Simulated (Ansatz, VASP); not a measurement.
# KF: VASP beside Ansatz

INCAR

```
SYSTEM = KF
ALGO = Normal ; EDIFF = 1E-6
ENCUT = 520 ; GGA = CA
ISIF = 2 ; ISMEAR = 0
LASPH = .TRUE. ; LCHARG = .FALSE.
LREAL = .FALSE. ; LWAVE = .FALSE.
NBANDS = 15 ; NELM = 80
PREC = Accurate ; SIGMA = 0.05
```

File KPOINTS:

```
k-points
0
G
  8 8 8
  0 0 0
```

File POSCAR:

```
KF
1.0
    0.0000000000      2.5817196783      2.3880907024
    2.7624400558      0.0000000000      2.3880907024
    2.7624400558      2.5817196783      0.0000000000
K F
1 1
Direct
    0.0000000000      0.0000000000      0.0000000000
    0.5000000000      0.5000000000      0.5000000000
```

Input for Ansatz:

```yaml
crystal:
  lattice:
    - [0.0, 2.5817196783, 2.3880907024]
    - [2.7624400558, 0.0, 2.3880907024]
    - [2.7624400558, 2.5817196783, 0.0]
  atoms:
    - { symbol: K, position: [0.0, 0.0, 0.0] }
    - { symbol: F, position: [0.5, 0.5, 0.5] }
basis:
  ecutwfc: 520.0
kpoints:
  mp_grid: { grid: [8, 8, 8] }
hamiltonian:
  xc: lda
scf:
  occupations: { method: gaussian, width: 0.05 }
output:
  forces: true
  stress: true
  eigenvalues: true
```

Change from the starting cell: normal strain along x +0.0700, normal strain along z -0.0750.

Alike in both runs: task single point; functional LDA; k mesh 8 × 8 × 8; occupations gaussian, width 0.05 eV; no spin polarisation.

|  | VASP | Ansatz |
| --- | --- | --- |
| version | VASP 6.6.1 | Ansatz 0.2.0 |
| potentials or method | VASP PAW LDA potentials, release 64 (K_sv, F) | scalar-relativistic, plane waves, PAW |
| plane-wave cutoff (eV) | 520 | 520 |
| valence electrons in the cell | 16 | 16 |

```tsv
	VASP	Ansatz	Ansatz less VASP
gap on the k mesh at the Fermi level (eV)	5.99	6.01	+0.022
least direct gap on the mesh (eV)	6.02	6.04	+0.024
pressure (GPa)	2.8	2.5	-0.34
largest component of the traceless stress (GPa)	8.13	7.72	-0.403
```

A k mesh can miss the band edges.
